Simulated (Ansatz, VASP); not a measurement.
# Two plane-wave programs on ZrC

```
Zr C
1.0
     0.00000    2.31496    2.38546
     2.31496    0.00000    2.38546
     2.31496    2.31496    0.00000
Zr C
1 1
Direct
  0.50000 0.50000 0.50000
  0.00000 0.00000 0.00000
```

Change from the starting cell: strain -0.015 along x and y, +0.015 along z, atoms carried along.

Alike in both runs: task single point; functional PBEsol; k mesh 18 × 18 × 18; occupations gaussian, width 0.15 eV; no spin polarisation.

|  | VASP | Ansatz |
| --- | --- | --- |
| version | VASP 6.6.1 | Ansatz 0.2.0 |
| potentials or method | VASP PAW PBE potentials, release 64 (Zr_sv, C) | scalar-relativistic, plane waves, PAW |
| plane-wave cutoff (eV) | 520 | 420 |
| valence electrons in the cell | 16 | 16 |

```csv
,VASP,Ansatz,Ansatz less VASP
gap on the k mesh at the Fermi level (eV),none,none,-
pressure (GPa),-0.4,-0.7,-0.38
largest component of the traceless stress (GPa),7.42,7.36,-0.057
```

A gap of «none» marks a metal or a gap that the smearing closes.

Caveats: the PAW data sets were made with another functional, which shifts forces and pressure a little (VASP).
